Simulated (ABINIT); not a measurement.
# AgBr in ABINIT: the effect of potentials

The system is AgBr.

```xyz
2
Lattice="0.0000 2.8702 2.8702 2.8702 0.0000 2.8702 2.8702 2.8702 0.0000" Properties=species:S:1:pos:R:3 pbc="T T T"
Ag    0.0000    0.0000    0.0000
Br    2.8702    2.8702    2.8702
```

Alike in all runs:

- Program: ABINIT 10.8.3 (patched build)
- Task: band structure
- Functional: r2SCAN
- k mesh: 6 × 6 × 6
- Occupations: fermi-dirac, width 0.05 eV
- Spin: no spin polarisation

```csv
potentials,cutoff,gap on the mesh (eV),pressure (GPa)
"Ansatz PAW PBE default generated set, frozen core",490 eV,1.29,1.0
JTH PAW PBE v2.0,544 eV,1.23,1.1
Ansatz NC r2SCAN,1469 eV,1.30,1.1
SG15 NC PBE v1.2,844 eV,1.18,1.1
PseudoDojo NC SR PBE v0.4.1 standard,1333 eV,?,?
```

Problem. What does the run with potentials PseudoDojo NC SR PBE v0.4.1 standard give?

Solution. gap on the mesh 1.14 eV; pressure 0.5 GPa.

Caveats: the PAW data sets were made with another functional, which shifts forces and pressure a little (some runs); the potentials were made for another functional, which shifts forces and pressure (some runs); a meta-GGA on potentials with a model core is unreliable (some runs).

The runs don't all hold the same shells in valence.
